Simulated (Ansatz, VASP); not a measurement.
# Two plane-wave programs on Mo

INCAR

```
PREC = Accurate
ENCUT = 520
EDIFF = 1E-6
ISMEAR = 0
SIGMA = 0.15
LREAL = F
LASPH = T
NELM = 100
ALGO = Fast
ISIF = 2
LWAVE = F
LCHARG = F
GGA = PE
NBANDS = 13
```

File KPOINTS:

```
Automatic mesh
0
Gamma
  22 22 22
```

Contents of POSCAR:

```
Mo
1.0
   -1.1597266277      1.6092187627      1.6092187627
    1.6092187627     -1.1597266277      1.6092187627
    1.6092187627      1.6092187627     -1.1597266277
Mo
1
Direct
    0.0000000000      0.0000000000      0.0000000000
```

Input for Ansatz:

```yaml
crystal:
  lattice:
    - [-1.1597266277, 1.6092187627, 1.6092187627]
    - [1.6092187627, -1.1597266277, 1.6092187627]
    - [1.6092187627, 1.6092187627, -1.1597266277]
  atoms:
    - { symbol: Mo, position: [0.0, 0.0, 0.0] }
basis:
  ecutwfc: 420
kpoints:
  mp_grid: { grid: [22, 22, 22] }
hamiltonian:
  xc: pbe
  pseudopotentials: { kind: paw, azcp: { folder: soft_1 } }
scf:
  occupations: { method: gaussian, width: 0.15 }
output:
  forces: true
  stress: true
  eigenvalues: true
  write_density: true
  write_potential: true
  elf: true
  volumetric_format: npy
```

Alike in both runs: task single point; functional PBE; k mesh 22 × 22 × 22; occupations gaussian, width 0.15 eV; no spin polarisation.

|  | VASP | Ansatz |
| --- | --- | --- |
| version | VASP 6.6.1 | Ansatz 0.2.0 |
| potentials or method | VASP PAW PBE potentials, release 64 (Mo_sv) | scalar-relativistic, plane waves, PAW |
| plane-wave cutoff (eV) | 520 | 420 |
| valence electrons in the cell | 14 | 14 |

Ansatz gave:

| Property | Result |
| --- | --- |
| gap on the k mesh at the Fermi level (eV) | none |
| pressure (GPa) | 15.3 |
| largest component of the traceless stress (GPa) | 14.57 |

Q: Which values does VASP return?

A: gap on the k mesh at the Fermi level (eV): none; pressure (GPa): 15.9; largest component of the traceless stress (GPa): 14.63.

A gap of «none» marks a metal or a gap that the smearing closes. With one functional, cell and mesh, what is left measures potentials, basis and numerics.

Caveats: so large a pressure means that the cell lies far from this level's equilibrium, or that cutoff or potentials fall short (VASP).
